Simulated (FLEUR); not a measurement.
# Cu (P6_3/mmc) in FLEUR: notebook, part 2 of 2

FLEUR MaX-R8.1 (later development tree). The steps go on from the part before.

## 3. Equation of state, r2SCAN, 10.75 Å³/atom (volume scaled by 0.94)

The input, inp.xml:

```xml
<?xml version="1.0" encoding="UTF-8" standalone="no"?>
<fleurInput fleurInputVersion="0.39">
   <comment>
      Cu                                                                                                  
   </comment>
   <calculationSetup>
      <cutoffs Kmax="4.58" Gmax="14.2" GmaxXC="14.2" numbands="0"/>
      <scfLoop itmax="80" minDistance="0.0001" maxIterBroyd="30" imix="Anderson" alpha="0.05" precondParam="0.0" spinf="2.0" sdNocoIR="T"/>
      <coreElectrons ctail="F" frcor="F" kcrel="0" coretail_lmax="0"/>
      <xcFunctional name="LibXC" relativisticCorrections="F">
         <LibXCName exchange="mgga_x_r2scan" correlation="mgga_c_r2scan"/>
         <AuxGGA exchange="117" correlation="130"/>
      </xcFunctional>
      <magnetism jspins="1"/>
      <soc l_soc="F" theta="0.0" phi="0.0" spav="F"/>
      <expertModes spex="0" secvar="F"/>
      <geometryOptimization l_f="F" forcealpha="1.0" forcemix="BFGS" epsdisp="0.00001" epsforce="0.00001"/>
      <ldaU l_linMix="F" mixParam="0.05" spinf="1.0"/>
   </calculationSetup>
   <cell>
      <bzIntegration valenceElectrons="38.0" mode="hist" fermiSmearingEnergy="0.00183747">
         <kPointListSelection listName="default-1"/>
         <!-- k-points included here -->
         <xi:include xmlns:xi="http://www.w3.org/2001/XInclude" href="kpts.xml"> </xi:include>
      </bzIntegration>
      <!-- symmetry operations included here -->
      <xi:include xmlns:xi="http://www.w3.org/2001/XInclude" href="sym.xml"> </xi:include>
      <bulkLattice scale="0.9795861087">
         <bravaisMatrix>
            <row-1>    4.7887486791829188     0.0000000000000000     0.0000000000000000</row-1>
            <row-2>   -2.3943743395914594     4.1471780085260486     0.0000000000000000</row-2>
            <row-3>    0.0000000000000000     0.0000000000000000     7.7716328579723459</row-3>
         </bravaisMatrix>
      </bulkLattice>
   </cell>
   <atomSpecies>
      <species name="Copper (Cu)" element="Cu" atomicNumber="29">
         <mtSphere radius="2.14" gridPoints="731" logIncrement="0.017"/>
         <atomicCutoffs lmax="9" lnonsphr="9"/>
         <electronConfig flipSpins="F">
            <coreConfig>(1s1/2) (2s1/2) (2p1/2) (2p3/2)</coreConfig>
            <valenceConfig>(3s1/2) (3p1/2) (3p3/2) (4s1/2) (3d3/2) (3d5/2)</valenceConfig>
            <stateOccupation state="(4s1/2)" spinUp="0.500000" spinDown="0.500000"/>
         </electronConfig>
         <energyParameters s="4" p="4" d="3" f="4"/>
         <lo type="SCLO" l="0" n="3" eDeriv="0"/>
         <lo type="SCLO" l="1" n="3" eDeriv="0"/>
         <lo type="SCLO" l="1" n="3" eDeriv="1"/>
         <lo type="SCLO" l="2" n="3" eDeriv="2"/>
         <lo type="SCLO" l="3" n="4" eDeriv="2"/>
      </species>
   </atomSpecies>
   <atomGroups>
      <atomGroup species="Copper (Cu)">
         <relPos label="                   1">-1.000/3.000 1.000/3.000 -1.000/4.000</relPos>
         <relPos label="                   2">1.000/3.000 -1.000/3.000 1.000/4.000</relPos>
         <force calculate="T" relaxXYZ="TTT"/>
      </atomGroup>
   </atomGroups>
   <output dos="F" band="F" slice="F">
      <checks vchk="F" cdinf="F"/>
      <bandDOS minEnergy="-.5*Htr" maxEnergy="0.5*Htr" sigma="0.015" storeEVData="T"/>
      <vacuumDOS vacdos="F" integ="F" star="F" nstars="0" locx1="0.0" locy1="0.0" locx2="0.0" locy2="0.0" nstm="0" tworkf="0.0"/>
      <unfoldingBand unfoldBand="F" supercellX="1" supercellY="1" supercellZ="1"/>
      <plotting iplot="0" polar="F">
         <plot TwoD="T" vec1="  1.0  0.0  0.0" vec2="  0.0  1.0  0.0" vec3="  0.0  0.0  1.0" zero="  0.0  0.0  0.0" file="plot"/>
      </plotting>
      <chargeDensitySlicing numkpt="0" minEigenval="0.0" maxEigenval="0.0" nnne="0" pallst="F"/>
      <specialOutput eonly="F"/>
      <moessbauerParams electricFieldGradient="T" isomerShift="T" coreHyperfine="T" valenceHyperfine="T"/>
      <magneticCircularDichroism mcd="F" energyLo="-10.0" energyUp="0.0"/>
   </output>
  <!-- We include the file relax.xml here to enable relaxations (see documentation) -->
  <xi:include xmlns:xi="http://www.w3.org/2001/XInclude" href="relax.xml"> <xi:fallback/> </xi:include>
</fleurInput>
```

Potentials or basis: all-electron, FLAPW.

Command:

```
$ inpgen -f crystal.txt -profile fastHighL
$ # inp.xml edited to the form shown
$ fleur_MPI
```

Standard output:

```text
Welcome to FLEUR        (www.flapw.de)
      MaX-Release 8.1          (www.max-centre.eu)
 func_ids         498         497         498         497
 MetaGGA potential functional detected - V_tau will be computed
 Auxiliary Potential for radial basis: exchange=         117  correlation=         130
The functional 'Re-regularized SCAN exchange by Furness et al' is an exchange functional, it belongs to the 'MGGA' family and is defined in the reference(s):
[1] J. W. Furness, A. D. Kaplan, J. Ning, J. P. Perdew, and J. Sun.,  J. Phys. Chem. Lett. 11, 8208-8215 (2020)
[2] J. W. Furness, A. D. Kaplan, J. Ning, J. P. Perdew, and J. Sun.,  J. Phys. Chem. Lett. 11, 9248-9248 (2020)
The functional 'Re-regularized SCAN correlation by Furness et al' is a correlation functional, it belongs to the 'MGGA' family and is defined in the reference(s):
[1] J. W. Furness, A. D. Kaplan, J. Ning, J. P. Perdew, and J. Sun.,  J. Phys. Chem. Lett. 11, 8208-8215 (2020)
[2] J. W. Furness, A. D. Kaplan, J. Ning, J. P. Perdew, and J. Sun.,  J. Phys. Chem. Lett. 11, 9248-9248 (2020)
 Using same functional for VXC and EXC

 ========== k-point set info ==========
 Selected k-point list: default-1
 k-point list type: mesh
 12 x 12 x 7
 Number of k points: 76

 ------------Calculation Setup---------------------------
 Number of MPI-tasks      :            1
 Number of PE/node        :            1
 Number of OMP-threads    :            1
 Most efficient MPI parallelization for:
           1           2           4          19          38          76
 Additional eigenvalue parallelization possible
 Number of basis functions:          320
 Approximate size of matrices (H+S) per k-point:         0.002 GB
 --------------------------------------------------------
The functional 'Hammer, Hansen, and Norskov' is an exchange functional, it belongs to the 'GGA' family and is defined in the reference(s):
[1] B. Hammer, L. B. Hansen, and J. K. Nørskov.,  Phys. Rev. B 59, 7413 (1999)
The functional 'Perdew, Burke & Ernzerhof' is a correlation functional, it belongs to the 'GGA' family and is defined in the reference(s):
[1] J. P. Perdew, K. Burke, and M. Ernzerhof.,  Phys. Rev. Lett. 77, 3865 (1996)
[2] J. P. Perdew, K. Burke, and M. Ernzerhof.,  Phys. Rev. Lett. 78, 1396 (1997)
 Using same functional for VXC and EXC
 Using auxiliary GGA potential for the first iteration of MetaGGA calculation.
 Reset of history
 Reset of history
 Iteration:     1   Distance:      44.36928341 me/bohr^3
The functional 'Hammer, Hansen, and Norskov' is an exchange functional, it belongs to the 'GGA' family and is defined in the reference(s):
[1] B. Hammer, L. B. Hansen, and J. K. Nørskov.,  Phys. Rev. B 59, 7413 (1999)
The functional 'Perdew, Burke & Ernzerhof' is a correlation functional, it belongs to the 'GGA' family and is defined in the reference(s):
[1] J. P. Perdew, K. Burke, and M. Ernzerhof.,  Phys. Rev. Lett. 77, 3865 (1996)
[2] J. P. Perdew, K. Burke, and M. Ernzerhof.,  Phys. Rev. Lett. 78, 1396 (1997)
 Using same functional for VXC and EXC
 Iteration:     2   Distance:      32.54967736 me/bohr^3
The functional 'Hammer, Hansen, and Norskov' is an exchange functional, it belongs to the 'GGA' family and is defined in the reference(s):
[1] B. Hammer, L. B. Hansen, and J. K. Nørskov.,  Phys. Rev. B 59, 7413 (1999)
The functional 'Perdew, Burke & Ernzerhof' is a correlation functional, it belongs to the 'GGA' family and is defined in the reference(s):
[1] J. P. Perdew, K. Burke, and M. Ernzerhof.,  Phys. Rev. Lett. 77, 3865 (1996)
[2] J. P. Perdew, K. Burke, and M. Ernzerhof.,  Phys. Rev. Lett. 78, 1396 (1997)
 Using same functional for VXC and EXC
 Iteration:     3   Distance:      29.27223183 me/bohr^3
The functional 'Hammer, Hansen, and Norskov' is an exchange functional, it belongs to the 'GGA' family and is defined in the reference(s):
[1] B. Hammer, L. B. Hansen, and J. K. Nørskov.,  Phys. Rev. B 59, 7413 (1999)
The functional 'Perdew, Burke & Ernzerhof' is a correlation functional, it belongs to the 'GGA' family and is defined in the reference(s):
[1] J. P. Perdew, K. Burke, and M. Ernzerhof.,  Phys. Rev. Lett. 77, 3865 (1996)
[2] J. P. Perdew, K. Burke, and M. Ernzerhof.,  Phys. Rev. Lett. 78, 1396 (1997)
 Using same functional for VXC and EXC
 Iteration:     4   Distance:      19.87075865 me/bohr^3
The functional 'Hammer, Hansen, and Norskov' is an exchange functional, it belongs to the 'GGA' family and is defined in the reference(s):
[1] B. Hammer, L. B. Hansen, and J. K. Nørskov.,  Phys. Rev. B 59, 7413 (1999)
The functional 'Perdew, Burke & Ernzerhof' is a correlation functional, it belongs to the 'GGA' family and is defined in the reference(s):
[1] J. P. Perdew, K. Burke, and M. Ernzerhof.,  Phys. Rev. Lett. 77, 3865 (1996)
[2] J. P. Perdew, K. Burke, and M. Ernzerhof.,  Phys. Rev. Lett. 78, 1396 (1997)
 Using same functional for VXC and EXC
 Iteration:     5   Distance:       3.57546754 me/bohr^3
The functional 'Hammer, Hansen, and Norskov' is an exchange functional, it belongs to the 'GGA' family and is defined in the reference(s):
[... 46 lines left out ...]
 Using same functional for VXC and EXC
 Iteration:    12   Distance:       0.00186382 me/bohr^3
The functional 'Hammer, Hansen, and Norskov' is an exchange functional, it belongs to the 'GGA' family and is defined in the reference(s):
[1] B. Hammer, L. B. Hansen, and J. K. Nørskov.,  Phys. Rev. B 59, 7413 (1999)
The functional 'Perdew, Burke & Ernzerhof' is a correlation functional, it belongs to the 'GGA' family and is defined in the reference(s):
[1] J. P. Perdew, K. Burke, and M. Ernzerhof.,  Phys. Rev. Lett. 77, 3865 (1996)
[2] J. P. Perdew, K. Burke, and M. Ernzerhof.,  Phys. Rev. Lett. 78, 1396 (1997)
 Using same functional for VXC and EXC
 Iteration:    13   Distance:       0.00016739 me/bohr^3
The functional 'Hammer, Hansen, and Norskov' is an exchange functional, it belongs to the 'GGA' family and is defined in the reference(s):
[1] B. Hammer, L. B. Hansen, and J. K. Nørskov.,  Phys. Rev. B 59, 7413 (1999)
The functional 'Perdew, Burke & Ernzerhof' is a correlation functional, it belongs to the 'GGA' family and is defined in the reference(s):
[1] J. P. Perdew, K. Burke, and M. Ernzerhof.,  Phys. Rev. Lett. 77, 3865 (1996)
[2] J. P. Perdew, K. Burke, and M. Ernzerhof.,  Phys. Rev. Lett. 78, 1396 (1997)
 Using same functional for VXC and EXC
 Iteration:    14   Distance:       0.00022722 me/bohr^3
The functional 'Hammer, Hansen, and Norskov' is an exchange functional, it belongs to the 'GGA' family and is defined in the reference(s):
[1] B. Hammer, L. B. Hansen, and J. K. Nørskov.,  Phys. Rev. B 59, 7413 (1999)
The functional 'Perdew, Burke & Ernzerhof' is a correlation functional, it belongs to the 'GGA' family and is defined in the reference(s):
[1] J. P. Perdew, K. Burke, and M. Ernzerhof.,  Phys. Rev. Lett. 77, 3865 (1996)
[2] J. P. Perdew, K. Burke, and M. Ernzerhof.,  Phys. Rev. Lett. 78, 1396 (1997)
 Using same functional for VXC and EXC
 Iteration:    15   Distance:       0.00005072 me/bohr^3

 ********************************************************************
 Run finished successfully
 Stop message:
   all done
 ********************************************************************
```

out.xml (last iteration):

```text
<iteration numberForCurrentRun="   15" overallNumber="   15">
         <energyParameters units="Htr">
            <atomicEP atomType="1" spin="1" branch="4s" branchLowest="-3.75" branchHighest="1.98" value="0.2026521468"/>
            <atomicEP atomType="1" spin="1" branch="4p" branchLowest="-2.17" branchHighest="2.65" value="0.3471933395"/>
            <atomicEP atomType="1" spin="1" branch="3d" branchLowest="-9.99" branchHighest="0.40" value="0.2805329783"/>
            <atomicEP atomType="1" spin="1" branch="4f" branchLowest="-9.99" branchHighest="4.13" value="0.6699851694"/>
[... 87 lines left out ...]
            </atomTypeDependentContributions>
            <tkbTimesEntropy value="0.0002641861"/>
            <freeEnergy value="-3310.3624200262"/>
            <extrapolationTo0K value="-3310.3622879332"/>
         </totalEnergy>
         <densityConvergence units="me/bohr^3">
            <chargeDensity spin="1" distance="0.0000507227"/>
         </densityConvergence>
      </iteration>
```

Run time: 81 s. Hardware: 1 thread of Intel Xeon Platinum 8259CL at 2.50GHz (Skylake/Cascade Lake), shared host; peak memory 0.08 GiB.

What came out:

```
Free energy                                           : -90079.5504 eV
Band gap on the k mesh                                : none (metal or under the smearing width)
Valence electrons inside the program's atomic spheres : Cu 17.80 (radii Cu 2.14 bohr)
```

Caveat: the meta-GGA is that of a development version, with a GGA for the radial functions and cores and without core tails.

## 4. Equation of state, r2SCAN, 10.98 Å³/atom (volume scaled by 0.96)

Edit inp.xml of step 3 so:

```diff
@@ -27,3 +27,3 @@
       <xi:include xmlns:xi="http://www.w3.org/2001/XInclude" href="sym.xml"> </xi:include>
-      <bulkLattice scale="0.9795861087">
+      <bulkLattice scale="0.9864848297">
          <bravaisMatrix>
```

Command:

```
$ inpgen -f crystal.txt -profile fastHighL
$ # inp.xml edited to the form shown
$ fleur_MPI
```

Wall time 66 s (1 thread of Intel Xeon Platinum 8259CL at 2.50GHz (Skylake/Cascade Lake), shared host); peak memory 0.09 GiB.

Results (log left out):

| Property | Result |
| --- | --- |
| Free energy | -90079.5785 eV |
| Band gap on the k mesh | none (metal or under the smearing width) |
| Valence electrons inside the program's atomic spheres | Cu 17.77 (radii Cu 2.14 bohr) |

Caveat: the meta-GGA is that of a development version, with a GGA for the radial functions and cores and without core tails.

## 5. Equation of state, r2SCAN, 11.44 Å³/atom

Edit inp.xml of step 4 so:

```diff
@@ -27,3 +27,3 @@
       <xi:include xmlns:xi="http://www.w3.org/2001/XInclude" href="sym.xml"> </xi:include>
-      <bulkLattice scale="0.9864848297">
+      <bulkLattice scale="1.0000000000">
          <bravaisMatrix>
```

Command:

```
$ inpgen -f crystal.txt -profile fastHighL
$ # inp.xml edited to the form shown
$ fleur_MPI
```

Run time: 64 s. Hardware: 1 thread of Intel Xeon Platinum 8259CL at 2.50GHz (Skylake/Cascade Lake), shared host; peak memory 0.09 GiB.

It converged, with:

```
Free energy                                           : -90079.6009 eV
Band gap on the k mesh                                : none (metal or under the smearing width)
Valence electrons inside the program's atomic spheres : Cu 17.73 (radii Cu 2.14 bohr)
```

Caveat: the meta-GGA is that of a development version, with a GGA for the radial functions and cores and without core tails.

## 6. Equation of state, r2SCAN, 11.89 Å³/atom (volume scaled by 1.04)

Edit inp.xml of step 5 so:

```diff
@@ -27,3 +27,3 @@
       <xi:include xmlns:xi="http://www.w3.org/2001/XInclude" href="sym.xml"> </xi:include>
-      <bulkLattice scale="1.0000000000">
+      <bulkLattice scale="1.0131594038">
          <bravaisMatrix>
```

Potentials or basis: all-electron, FLAPW.

Command:

```
$ inpgen -f crystal.txt -profile fastHighL
$ # inp.xml edited to the form shown
$ fleur_MPI
```

Wall time 66 s (1 thread of Intel Xeon Platinum 8259CL at 2.50GHz (Skylake/Cascade Lake), shared host); peak memory 0.09 GiB.

Results (log left out):

```yaml
Free_energy: -90079.5861 eV
Band_gap_on_the_k_mesh: none (metal or under the smearing width)
Valence_electrons_inside_the_program's_atomic_spheres: Cu 17.70 (radii Cu 2.14 bohr)
```

Caveat: the meta-GGA is that of a development version, with a GGA for the radial functions and cores and without core tails.

## 7. Equation of state, r2SCAN, 12.12 Å³/atom (volume scaled by 1.06)

Edit inp.xml of step 6 so:

```diff
@@ -27,3 +27,3 @@
       <xi:include xmlns:xi="http://www.w3.org/2001/XInclude" href="sym.xml"> </xi:include>
-      <bulkLattice scale="1.0131594038">
+      <bulkLattice scale="1.0196128224">
          <bravaisMatrix>
```

Command:

```
$ inpgen -f crystal.txt -profile fastHighL
$ # inp.xml edited to the form shown
$ fleur_MPI
```

Wall time 70 s (1 thread of Intel Xeon Platinum 8259CL at 2.50GHz (Skylake/Cascade Lake), shared host); peak memory 0.09 GiB.

Results (log left out):

```yaml
Free_energy: -90079.5673 eV
Band_gap_on_the_k_mesh: none (metal or under the smearing width)
Valence_electrons_inside_the_program's_atomic_spheres: Cu 17.68 (radii Cu 2.14 bohr)
```

Caveat: the meta-GGA is that of a development version, with a GGA for the radial functions and cores and without core tails.

## 8. Equation of state, r2SCAN

No new run: the results of the series are fitted here.

What came out:

| Item | Value |
| --- | --- |
| Equilibrium volume | 11.46 Å³/atom |
| Bulk modulus at fixed shape and positions | 160 GPa |

Energy against volume, from the lowest point:
| volume (Å³/atom) | energy (meV/atom) |
| --- | --- |
| 10.749 | 25.23 |
| 10.978 | 11.17 |
| 11.436 | 0.00 |
| 11.893 | 7.37 |
| 12.122 | 16.78 |

Caveat: the meta-GGA is that of a development version, with a GGA for the radial functions and cores and without core tails; the cell was scaled at fixed shape and fractional positions, which overstates the stiffness of a crystal with free parameters, most of all of layers and chains.
